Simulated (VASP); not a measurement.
```xyz
2
Lattice="0.0000 3.0500 3.0500 3.0500 0.0000 3.0500 3.0500 3.0500 0.0000" Properties=species:S:1:pos:R:3 pbc="T T T"
Zn     0.0000     0.0000     0.0000
Te     1.5250     1.5250     1.5250
```

All values below come from PBE GGA, VASP's PBE PAW potentials (set 64) (plane waves; VASP 6.6.1). Settings: 400 eV cut-off, 2×2×2 Γ-centred mesh, Gaussian smearing of 0.050 eV, potentials Zn Te.

Problem. Give the stress tensor in GPa (positive for a compressed cell).

Solution. 
```
7.12  0.00  0.00
0.00  7.12  0.00
0.00  0.00  7.12
```
The pressure is its mean diagonal, 7.12 GPa.

The compound is ZnTe in the zinc blende structure. The cell was not relaxed at this level. The k-mesh is coarse (spacing up to 0.89 per Å, 2π included), so the numbers may not be converged in it. The run is one of a series of settings (KPOINTS 2×2×2 Γ-centred mesh against the base run), some of them coarse on purpose.
